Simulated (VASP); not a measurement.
# VN (Uakitite) (Fm-3m) in VASP: core levels with PBEsol+U

Aim: the core levels of VN (Uakitite) with PBEsol+U.

All numbers are computed with VASP 6.6.1; they aren't measurements. Logs are shortened: lines on timing, memory, paths and dates and some standing lists are left out, and cuts for length are marked.

**1. The structure**

It takes space group Fm-3m (No. 225, cubic). The conventional cell has a = 4.128 Å, b = 4.128 Å, c = 4.128 Å, α = 90.00°, β = 90.00°, γ = 90.00°. V (site symmetry m-3m) has 6 N at 2.06 Å as nearest neighbours. N (site symmetry m-3m) is surrounded by 6 V at 2.06 Å.

**2. Core levels, PBEsol+U, collinear spin, ferromagnetic start**

Input file INCAR:

```
ALGO = Fast
EDIFF = 1E-7
ENCUT = 520
GGA = PS
ICORELEVEL = 1
ISIF = 2
ISMEAR = -1
ISPIN = 2
LASPH = True
LCHARG = False
LDAU = True
LDAUJ = 0 0
LDAUL = 2 -1
LDAUPRINT = 1
LDAUTYPE = 2
LDAUU = 3.25 0
LMAXMIX = 4
LORBIT = 11
LREAL = False
LWAVE = False
MAGMOM = 2 0
NELM = 120
PREC = Accurate
SIGMA = 0.05
```

Input file KPOINTS:

```
k-points
0
Gamma
  14 14 14
```

Input file POSCAR:

```
VN
1.0
    0.0000000000      2.0640000000      2.0640000000
    2.0640000000      0.0000000000      2.0640000000
    2.0640000000      2.0640000000      0.0000000000
V N
1 1
Direct
    0.0000000000      0.0000000000      0.0000000000
    0.5000000000      0.5000000000      0.5000000000
```

Potentials or basis: VASP PAW PBE potentials, release 64 (V_sv, N).

Run with:

```sh
$ cat potpaw_PBE.64/V_sv/POTCAR potpaw_PBE.64/N/POTCAR > POTCAR
$ mpirun -np 1 vasp_std > vasp.out
```

OUTCAR:

```text
EDIFF = 1E-7
   ENCUT = 520
   GGA = PS
   ISIF = 2
   ISMEAR = -1
   ISPIN = 2
   LASPH = True
   LORBIT = 11
   LREAL = False
   NELM = 120
   PREC = Accurate

 ion  position               nearest neighbor table
   1  0.000  0.000  0.000-   2 2.06   2 2.06   2 2.06   2 2.06   2 2.06   2 2.06
   2  0.500  0.500  0.500-   1 2.06   1 2.06   1 2.06   1 2.06   1 2.06   1 2.06

  LATTYP: Found a face centered cubic cell.
 ALAT       =     4.1280000000

  Lattice vectors:

 A1 = (   0.0000000000,   2.0640000000,   2.0640000000)
 A2 = (   2.0640000000,   0.0000000000,   2.0640000000)
 A3 = (   2.0640000000,   2.0640000000,   0.0000000000)

Analysis of symmetry for initial positions (statically):
=====================================================================
 Subroutine PRICEL returns:
 Original cell was already a primitive cell.

 Routine SETGRP: Setting up the symmetry group for a
 face centered cubic supercell.

 Subroutine GETGRP returns: Found 48 space group operations
 (whereof 48 operations were pure point group operations)
 out of a pool of 48 trial point group operations.

The static configuration has the point symmetry O_h .

Analysis of symmetry for dynamics (positions and initial velocities):
=====================================================================
 Subroutine PRICEL returns:
 Original cell was already a primitive cell.

 Routine SETGRP: Setting up the symmetry group for a
 face centered cubic supercell.

 Subroutine GETGRP returns: Found 48 space group operations
 (whereof 48 operations were pure point group operations)
 out of a pool of 48 trial point group operations.

The dynamic configuration has the point symmetry O_h .

Analysis of structural, dynamic, and magnetic symmetry:
=====================================================================
 Subroutine PRICEL returns:
 Original cell was already a primitive cell.

 Routine SETGRP: Setting up the symmetry group for a
 face centered cubic supercell.

 Subroutine GETGRP returns: Found 48 space group operations
 (whereof 48 operations were pure point group operations)
 out of a pool of 48 trial point group operations.

The overall configuration has the point symmetry O_h .

 Subroutine INISYM returns: Found 48 space group operations
 (whereof 48 operations are pure point group operations),
 and found     1 'primitive' translations

----------------------------------------------------------------------------------------

                                     Primitive cell

  volume of cell :      17.5857

  direct lattice vectors                    reciprocal lattice vectors
     0.000000000  2.064000000  2.064000000    -0.242248062  0.242248062  0.242248062
     2.064000000  0.000000000  2.064000000     0.242248062 -0.242248062  0.242248062
     2.064000000  2.064000000  0.000000000     0.242248062  0.242248062 -0.242248062

  length of vectors
     2.918936793  2.918936793  2.918936793     0.419585951  0.419585951  0.419585951

  position of ions in fractional coordinates (direct lattice)
     0.000000000  0.000000000  0.000000000
     0.500000000  0.500000000  0.500000000

  ion indices of the primitive-cell ions
   primitive index   ion index
                 1           1
                 2           2

----------------------------------------------------------------------------------------

 KPOINTS: k-points

Automatic generation of k-mesh.
 Grid dimensions read from file:
 generate k-points for:   14   14   14

 Generating k-lattice:

  Cartesian coordinates                     Fractional coordinates (reciprocal lattice)
    -0.017303433  0.017303433  0.017303433     0.071428571  0.000000000  0.000000000
     0.017303433 -0.017303433  0.017303433     0.000000000  0.071428571  0.000000000
     0.017303433  0.017303433 -0.017303433     0.000000000  0.000000000  0.071428571

  Length of vectors
     0.029970425  0.029970425  0.029970425

  Shift w.r.t. Gamma in fractional coordinates (k-lattice)
     0.000000000  0.000000000  0.000000000

 Subroutine IBZKPT returns following result:
 ===========================================

 Found    104 irreducible k-points:

 Following reciprocal coordinates:
            Coordinates               Weight
  0.000000  0.000000  0.000000      1.000000
  0.071429  0.000000  0.000000      8.000000
  0.142857  0.000000  0.000000      8.000000
  0.214286  0.000000  0.000000      8.000000
  0.285714  0.000000  0.000000      8.000000
  0.357143  0.000000  0.000000      8.000000
[... 16 lines left out ...]
  0.214286  0.142857  0.000000     24.000000
  0.285714  0.142857  0.000000     24.000000
 [... further k-points ...]
   k-points           NKPTS =    104   k-points in BZ     NKDIM =    104   number of bands    NBANDS=     14
   number of dos      NEDOS =    301   number of ions     NIONS =      2
   total plane-waves  NPLWV =  13824
[... 28 lines left out ...]
   EMIN   =  10.00;   EMAX   =-10.00  energy-range for DOS
   EFERMI =   0.00;   METHOD = LEGACY
   ISMEAR =    -1;   SIGMA  =   0.05  broadening in eV -4-tet -1-fermi 0-gaus
   EFERMI_NEDOS =   21; number of points for ismear=-14 and -15
   IALGO  =     68    algorithm
   IMIX   =      4    mixing-type and parameters
     AMIX     =   0.40;   BMIX     =  1.00
     AMIX_MAG =   1.60;   BMIX_MAG =  1.00
  volume/ion in A,a.u.               =       8.79        59.34
  Fermi-wavevector in a.u.,A,eV,Ry     =   1.649856  3.117775 37.035385  2.722024
  Thomas-Fermi vector in A             =   2.738904
   LORBIT       =     11    0 simple, 1 ext, 2 COOP (PROOUT), +10 PAW based schemes
 LDA+U is selected, type is set to LDAUTYPE =  2
   angular momentum for each species LDAUL =     2   -1
   U (eV)           for each species LDAUU =   3.2  0.0
   J (eV)           for each species LDAUJ =   0.0  0.0
   GGA     = PS    functional components
   LHFCALC =     F    Hartree Fock is set to
   AEXX    =    0.0000 exact exchange contribution
   IVDW    =     0    specifies the selected vdW correction
   LEPSILON=     F    determine dielectric tensor
   LRPA    =     F    only Hartree local field effects (RPA)
 spin polarized calculation
 RMM-DIIS sequential band-by-band and
  energy-cutoff  :      520.00
  volume of cell :       17.59
 maximum number of plane-waves:       495
 NGX is ok and might be reduce to    24
   NGX = 11   NGY = 11   NGZ = 11

atom =   1  type =  1  l = 2

 onsite density matrix

spin component  1

  0.5889 -0.0000 -0.0000 -0.0000 -0.0000
 -0.0000  0.5889  0.0000 -0.0000 -0.0000
 -0.0000  0.0000  0.3032  0.0000 -0.0000
 -0.0000 -0.0000  0.0000  0.5889  0.0000
 -0.0000 -0.0000 -0.0000  0.0000  0.3032

spin component  2

  0.1103 -0.0000  0.0000  0.0000 -0.0000
 -0.0000  0.1103  0.0000  0.0000 -0.0000
  0.0000  0.0000  0.2215  0.0000 -0.0000
  0.0000  0.0000  0.0000  0.1103  0.0000
 -0.0000 -0.0000 -0.0000  0.0000  0.2215

 occupancies and eigenvectors

  o =  0.1103  v =  0.0000  0.0000  0.0000  0.0000  0.0000 -0.4245 -0.7359  0.0000  0.5275 -0.0000      0.0000  0.0000  0.0000  0.0000  0.0000  0.0000  0.0000  0.0000  0.0000  0.0000
  o =  0.1103  v =  0.0000  0.0000  0.0000  0.0000  0.0000  0.8462 -0.5296 -0.0000 -0.0578 -0.0000      0.0000  0.0000  0.0000  0.0000  0.0000  0.0000  0.0000  0.0000  0.0000  0.0000
  o =  0.1103  v =  0.0000  0.0000  0.0000  0.0000  0.0000 -0.3219 -0.4218 -0.0000 -0.8476  0.0000      0.0000  0.0000  0.0000  0.0000  0.0000  0.0000  0.0000  0.0000  0.0000  0.0000
  o =  0.2215  v =  0.0000  0.0000  0.0000  0.0000  0.0000  0.0000  0.0000 -0.3978 -0.0000 -0.9175      0.0000  0.0000  0.0000  0.0000  0.0000  0.0000  0.0000  0.0000  0.0000  0.0000
  o =  0.2215  v =  0.0000  0.0000  0.0000  0.0000  0.0000  0.0000  0.0000  0.9175 -0.0000 -0.3978      0.0000  0.0000  0.0000  0.0000  0.0000  0.0000  0.0000  0.0000  0.0000  0.0000
  o =  0.3032  v =  0.0000  0.0000 -0.4940 -0.0000  0.8695  0.0000  0.0000  0.0000  0.0000  0.0000      0.0000  0.0000  0.0000  0.0000  0.0000  0.0000  0.0000  0.0000  0.0000  0.0000
  o =  0.3032  v =  0.0000 -0.0000  0.8695 -0.0000  0.4940  0.0000  0.0000  0.0000  0.0000  0.0000      0.0000  0.0000  0.0000  0.0000  0.0000  0.0000  0.0000  0.0000  0.0000  0.0000
  o =  0.5889  v =  1.0000  0.0000  0.0000  0.0000  0.0000  0.0000  0.0000  0.0000  0.0000  0.0000      0.0000  0.0000  0.0000  0.0000  0.0000  0.0000  0.0000  0.0000  0.0000  0.0000
  o =  0.5889  v =  0.0000  0.9232  0.0000 -0.3842 -0.0000  0.0000  0.0000  0.0000  0.0000  0.0000      0.0000  0.0000  0.0000  0.0000  0.0000  0.0000  0.0000  0.0000  0.0000  0.0000
  o =  0.5889  v =  0.0000  0.3842  0.0000  0.9232  0.0000  0.0000  0.0000  0.0000  0.0000  0.0000      0.0000  0.0000  0.0000  0.0000  0.0000  0.0000  0.0000  0.0000  0.0000  0.0000

 number of electron      18.0000004 magnetization       1.6377714

 Free energy of the ion-electron system (eV)
  ---------------------------------------------------
  ext. energy  EPLUGINS =         0.00000000
  ---------------------------------------------------
  free energy    TOTEN  =       -17.20587595 eV

  energy without entropy =      -17.19215952  energy(sigma->0) =      -17.19901773

 the core state eigenenergies are
   1-  1s  -5347.5085  2s   -586.0915  2p   -486.5746
   2-  1s   -365.8725

 E-fermi :  11.7094     XC(G=0): -13.7207

 val. band max:       11.7036935963   @ k =  -0.3571   0.4286   0.0714
 cond. band min:      11.7187052616   @ k =  -0.4286   0.3571   0.0000
 fundamental gap:      0.0150116653
 Fermi energy:        11.7093999530

 spin component 1

 k-point     1 :       0.0000    0.0000    0.0000
  band No.  band energies     occupation
      1     -53.9828      1.00000
      2     -27.7342      1.00000
      3     -27.7342      1.00000
      4     -27.7342      1.00000
      5      -6.0315      1.00000
      6       9.3158      1.00000
      7       9.3158      1.00000
      8       9.3159      1.00000
      9       9.8081      1.00000
     10       9.8081      1.00000
     11       9.8081      1.00000
     12      11.5053      0.98340
[... 259 lines left out ...]
  band No.  band energies     occupation
      1     -53.9179      1.00000
      2     -28.1479      1.00000
      3     -27.7984      1.00000
      4     -27.7724      1.00000
      5      -3.7117      1.00000
      6       3.5362      1.00000
      7       6.1046      1.00000
      8       6.1595      1.00000
      9      10.9954      1.00000
     10      11.3339      0.99945
     11      12.0761      0.00065
     12      15.7845      0.00000
     13      16.7829      0.00000

 Fermi energy:        11.7093999530

 spin component 2

 k-point     1 :       0.0000    0.0000    0.0000
  band No.  band energies     occupation
      1     -52.3774      1.00000
      2     -26.1402      1.00000
      3     -26.1402      1.00000
      4     -26.1402      1.00000
      5      -5.9177      1.00000
      6       9.7384      1.00000
      7       9.7384      1.00000
      8       9.7384      1.00000
      9      12.2797      0.00001
     10      12.2797      0.00001
     11      12.2797      0.00001
     12      12.7745      0.00000
[... 379 lines left out ...]
      1     -52.3321      1.00000
      2     -26.3947      1.00000
      3     -26.2012      1.00000
      4     -26.1925      1.00000
      5      -4.6531      1.00000
      6       5.7928      1.00000
      7       7.7082      1.00000
      8       8.0652      1.00000
      9      11.9251      0.01321
     10      13.7028      0.00000
     11      14.3171      0.00000
     12      14.8202      0.00000
     13      16.1034      0.00000
     14      20.8221      0.00000

 [... further k-points ...]

------------------------ aborting loop because EDIFF is reached ----------------------------------------

  FORCE on cell =-STRESS in cart. coord.  units (eV):
  Direction    XX          YY          ZZ          XY          YZ          ZX
  --------------------------------------------------------------------------------------
  -------------------------------------------------------------------------------------
  Total        1.4663348      1.4663348      1.4663348      0.0000000     -0.0000000     -0.0000000
  in kB      133.5932889    133.5932889    133.5932889      0.0000000     -0.0000000     -0.0000000
  external PRESSURE =     133.5932889 kB  Pullay stress =       0.0000000 kB

 VOLUME and BASIS-vectors are now :
 -----------------------------------------------------------------------------
  energy-cutoff  :      520.00
  volume of cell :       17.59
      direct lattice vectors                 reciprocal lattice vectors
     0.000000000  2.064000000  2.064000000    -0.242248062  0.242248062  0.242248062
     2.064000000  0.000000000  2.064000000     0.242248062 -0.242248062  0.242248062
     2.064000000  2.064000000  0.000000000     0.242248062  0.242248062 -0.242248062

 POSITION                                       TOTAL-FORCE (eV/Angst)
 -----------------------------------------------------------------------------------
      0.00000      0.00000      0.00000        -0.000000     -0.000000      0.000000
      2.06400      2.06400      2.06400         0.000000      0.000000     -0.000000
 -----------------------------------------------------------------------------------
    total drift:                                0.000000     -0.000000     -0.000000

  FREE ENERGIE OF THE ION-ELECTRON SYSTEM (eV)
  ---------------------------------------------------
  free  energy   TOTEN  =       -17.2058759479 eV

  energy  without entropy=      -17.1921595198  energy(sigma->0) =      -17.19901773

 total charge

# of ion       s       p       d       tot
------------------------------------------
    1        2.246   6.290   3.112  11.648
    2        1.238   2.533   0.000   3.771
--------------------------------------------------
tot          3.484   8.823   3.112  15.419

 magnetization (x)

# of ion       s       p       d       tot
------------------------------------------
    1        0.008   0.006   1.593   1.607
    2       -0.007  -0.062   0.000  -0.069
--------------------------------------------------
tot          0.001  -0.056   1.593   1.538
```

Wall time 58 s (1 thread of Intel Xeon Platinum 8259CL at 2.50GHz (Skylake/Cascade Lake), shared host); peak memory 0.18 GiB.

Results:

```yaml
Free_energy: -17.2059 eV
Pressure: 13.4 GPa
Band_gap_on_the_k_mesh: none (metal or under the smearing width)
Net_moment: 1.64 μB per cell
Site_moments: V +1.61; N -0.07 μB
Valence_electrons_inside_the_program's_atomic_spheres: V 11.65; N 3.77
```

Eigenvalues of the final occupation matrices:
| site | spin | trace | eigenvalues |
| --- | --- | --- | --- |
| site 1 d | 1 | 2.37 | 0.30 0.30 0.59 0.59 0.59 |
| site 1 d | 2 | 0.77 | 0.11 0.11 0.11 0.22 0.22 |

Core levels (eV, on the scale of the bands):
```
atom                            levels
 1 V  1s -5347.5, 2s -586.1, 2p -486.6
 2 N                         1s -365.9
```

Caveat: the PAW data sets were made with another functional, which shifts forces and pressure a little. The state reached can hang on the start; a lower one may exist.
